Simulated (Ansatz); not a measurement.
Input deck for Ansatz 0.2.0, then the block of the output on the nuclei.

The start is an entry of the Crystallography Open Database (COD).

```yaml
crystal:
  lattice:
    - [0.0, 2.71, 2.71]
    - [2.71, 0.0, 2.71]
    - [2.71, 2.71, 0.0]
  atoms:
    - { symbol: Al, position: [0.0, 0.0, 0.0] }
    - { symbol: P, position: [0.25, 0.25, 0.25] }
kpoints:
  mp_grid: { grid: [14, 14, 14] }
scf:
  occupations: { method: fermi_dirac, width: 0.02 }
hamiltonian:
  xc: pbe
  pseudopotentials: { kind: paw }
output:
  forces: true
  stress: true
  populations: true
  efg: { quadrupole_moments_barn: { Al: 0.1466 }, contact_densities: true }
relax:
  f_tol: 0.02
  max_steps: 60
```

```sh
ansatz run input.yaml --threads 1 --pin off --max-ram 3072MiB --backend cpu --events-out ev --progress --plain --runs-dir out
```

The run relaxes the ions first, and the block belongs to the relaxed positions.

Of the output, the block on the nuclei alone is shown; the set-up, the SCF iterations, energies, forces and stress are cut.

```
--- PAW observables at the nuclei: V_zz in 10²¹ V/m², potentials from the cell's mean, atoms counted from 1 ---
  atom   1  Al V_zz =    -0.000000   η = 0.0000   by run symmetry: forbidden   C_q = -0.0000 MHz
            electrostatic potential = -1227.334143 V   contact ρ = 10084.137730 e/Å³
  atom   2  P  V_zz =    +0.000000   η = 0.0000   by run symmetry: forbidden
            electrostatic potential = -1493.723520 V   contact ρ = 16017.025605 e/Å³
```

The relaxation (1 step) took 7 s of wall time (7 s of CPU time) and 0.44 GiB at its peak, on 1 thread of Intel Xeon Platinum 8259CL CPU @ 2.50GHz (Skylake/Cascade Lake) (x86_64; 16 cores open to the job, memory cap 3.0 GiB, no GPU), a shared host with a load of 0.5 a core.
